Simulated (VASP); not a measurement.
**Si in VASP: how settings move the PBE single point**

Aim: see what changed inputs do to the PBE single point of Si built on the diamond prototype, under +4.0 % equal strain in all directions.

The runs shown are made with VASP 6.6.1. PAW datasets, plane waves. Computed at 0 K without zero-point motion; spin polarisation is off.

## 1. The system as given

The cell comes from an earlier relaxation with r2SCAN in another program.

It is cubic, Fd-3m (No. 227); a = 5.662 Å in the conventional setting, 22.69 Å³ an atom. Around Si lie 4 Si at 2.45 Å.

Coordinates:

```xyz
2
Lattice="0.0000 2.8310 2.8310 2.8310 0.0000 2.8310 2.8310 2.8310 0.0000" Properties=species:S:1:pos:R:3 pbc="T T T"
Si    0.0000    0.0000    0.0000
Si    1.4155    1.4155    1.4155
```

## 2. Baseline

Input file INCAR:

```
ENCUT = 520.000000
SIGMA = 0.020000
EDIFF = 1.00e-07
GGA = PE
PREC = Accurate
IBRION = -1
ISIF = 2
ISMEAR = -1
NBANDS = 11
NELM = 120
NSW = 0
LASPH = .TRUE.
LCHARG = .TRUE.
LELF = .TRUE.
LWAVE = .FALSE.
LREAL = .FALSE.
```

Input file KPOINTS:

```
KPOINTS created by Atomic Simulation Environment
0
Gamma
8 8 8
0 0 0
```

Input file POSCAR:

```
Si
 1.0000000000000000
     0.0000000000000000    2.8310036514000001    2.8310036514000001
     2.8310036514000001    0.0000000000000000    2.8310036514000001
     2.8310036514000001    2.8310036514000001    0.0000000000000000
 Si
   2
Cartesian
  0.0000000000000000  0.0000000000000000  0.0000000000000000
  1.4155018257000000  1.4155018257000000  1.4155018257000000
```

A file KPOINTS_OPT adds named points for the levels; it doesn't enter the self-consistent loop.

Potentials: the recommended PBE PAW datasets, 8 valence electrons.

The run is started by

```sh
$ mpirun -np 1 vasp_std
```

## 3. Altered input 1

INCAR, as its differences from that of step 2:

```diff
@@ -11,6 +11,6 @@
 NSW = 0
-LASPH = .TRUE.
-LCHARG = .TRUE.
-LELF = .TRUE.
+LCHARG = .FALSE.
 LWAVE = .FALSE.
 LREAL = .FALSE.
+ISYM = 3
+LASPH = .FALSE.
```

KPOINTS is that of step 2.

POSCAR is that of step 2.

## 4. Altered input 2

Input file INCAR:

```
ENCUT = 520.000000
EDIFF = 1.00e-07
GGA = PE
PREC = Accurate
IBRION = -1
ISIF = 2
NBANDS = 11
NELM = 120
NSW = 0
LASPH = .TRUE.
LCHARG = .FALSE.
LWAVE = .FALSE.
LREAL = .FALSE.
ISMEAR = 0
SIGMA = 0.005
```

KPOINTS is that of step 2.

POSCAR is that of step 2.

## 5. Altered input 3

INCAR, as its differences from that of step 2:

```diff
@@ -12,5 +12,4 @@
 LASPH = .TRUE.
-LCHARG = .TRUE.
-LELF = .TRUE.
+LCHARG = .FALSE.
 LWAVE = .FALSE.
-LREAL = .FALSE.
+LREAL = .TRUE.
```

Input file KPOINTS:

```
KPOINTS created by Atomic Simulation Environment
0
Monkhorst-Pack
3 3 3
0 0 0
```

POSCAR is that of step 2.

## 6. Altered input 4

Input file INCAR:

```
ENCUT = 520.000000
SIGMA = 0.020000
EDIFF = 1.00e-07
PREC = Accurate
IBRION = -1
ISIF = 2
ISMEAR = -1
NBANDS = 11
NSW = 0
LASPH = .TRUE.
LCHARG = .FALSE.
LWAVE = .FALSE.
LREAL = .FALSE.
NELM = 64
GGA = QQ
```

KPOINTS is that of step 2.

POSCAR is that of step 2.

Before running it: what results should come out? Wanted: for each run, changed; ending; energy change; pressure; electronic steps; usable.

**Answer**, as computed:

| run | changed | ending | energy change (meV/atom) | pressure (GPa) | gap on the mesh (eV; negative: overlap) | electronic steps | time | usable |
| --- | --- | --- | --- | --- | --- | --- | --- | --- |
| ref. | – | converged | 0 | -7.4 | 0.80 | 13 | 19 s | yes |
| 1 | ISYM = 3, LASPH = .FALSE. | crashed | – | – | – | 5 | 6 s | no |
| 2 | ISMEAR = 0, SIGMA = 0.005 | converged | 0.0 | -7.4 | 0.80 | 13 | 19 s | yes |
| 3 | LREAL = .TRUE., mesh 3×3×3, shifted mesh | converged | 281.0 | -6.2 | 0.86 | 13 | 6.3 s | no |
| 4 | GGA = QQ | refused | – | – | – | – | 0.9 s | no |

Of 4 altered inputs, 2 gave no result, 1 ended normally on a faulty or unsound input, 1 gave usable results.
